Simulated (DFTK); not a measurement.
## GaP under changes of volume

One of the cells (20.240 Å³/atom); the others are scaled copies at fixed shape and fractional positions:

```
Ga P
1.0
     0.00000    2.72525    2.72525
     2.72525    0.00000    2.72525
     2.72525    2.72525    0.00000
Ga P
1 1
Cartesian
  0.0000 0.0000 0.0000
  4.0879 4.0879 4.0879
```

- Program: DFTK 0.8.2
- Functional: PBEsol
- Potentials or basis: dojo.nc.sr.pbesol.v0_4_1.standard.upf (PBEsol)
- Cutoff: 1088 eV
- k mesh: 8 × 8 × 8
- Occupations: fermi-dirac, width 0.05 eV
- Spin: no spin polarisation

```tsv
volume (Å³/atom)	energy over the lowest point (meV/atom)	pressure (GPa)	gap on the mesh (eV)
19.026	17.29	5.3	1.38
19.431	?	?	?
19.836	0.92	1.2	1.48
20.240	0.00	-0.5	1.52
20.645	3.25	-2.1	1.52
21.050	10.23	-3.5	1.42
21.455	20.56	-4.7	1.27
```

What does the run at 19.431 Å³/atom give?

Energy over the lowest point 6.51 meV/atom; pressure 3.2 GPa; gap on the mesh 1.43 eV.

Worked out: A Birch-Murnaghan fit of order 3 (a polynomial in V^(-2/3)) to the other rows has its minimum at 20.12 Å³/atom with B0 = V·E''(V) = 85 GPa and B' = 4.5. It gives 6.50 meV/atom at 19.431 Å³/atom, against the run's 6.51, and -dE/dV = 3.2 GPa, against 3.2. A parabola through the other rows of the gap, of slope 3.59 eV per unit of ln V there, gives 1.47 eV, against the run's 1.43.

Energies are extrapolated to zero smearing.

A mesh can miss the band edges. Spin-orbit coupling on Ga is left out.
